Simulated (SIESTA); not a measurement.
Crystal: GaAs.

```
As Ga
1.0
     0.00000    2.82685    2.82685
     2.82685    0.00000    2.82685
     2.82685    2.82685    0.00000
As Ga
1 1
Cartesian
  4.2403 4.2403 4.2403
  0.0000 0.0000 0.0000
```

Base run:

| Item | Value |
| --- | --- |
| Program | SIESTA 5.4.2 |
| Functional | vdW-DF-cx |
| Potentials or basis | PseudoDojo 0.4 standard (PBE files) |
| Basis | DZP (energy shift 0.003 Ry; two zetas on semicore shells) |
| Grid cutoff | 800 Ry |
| Energy shift | 0.003 Ry |
| k mesh | 8 × 8 × 8 |
| Occupations | fermi-dirac, width 0.05 eV |
| Spin | no spin polarisation |

Its results: band gap on the k mesh 0.58 eV, direct; pressure 2.2 GPa.

Problem. The run is repeated on the same cell with these changes: functional from vdW-DF-cx to PBE. What comes out?

Solution. Band gap on the k mesh 0.66 eV, direct; pressure 4.1 GPa.

Caveats: the basis of atomic orbitals isn't converged, which shifts pressures, moduli and gaps; the potentials were made for another functional, which shifts forces and pressure (some runs); the basis holds too few empty states to meet the f-sum rule, so the spectrum is short of weight at high energy (some runs).
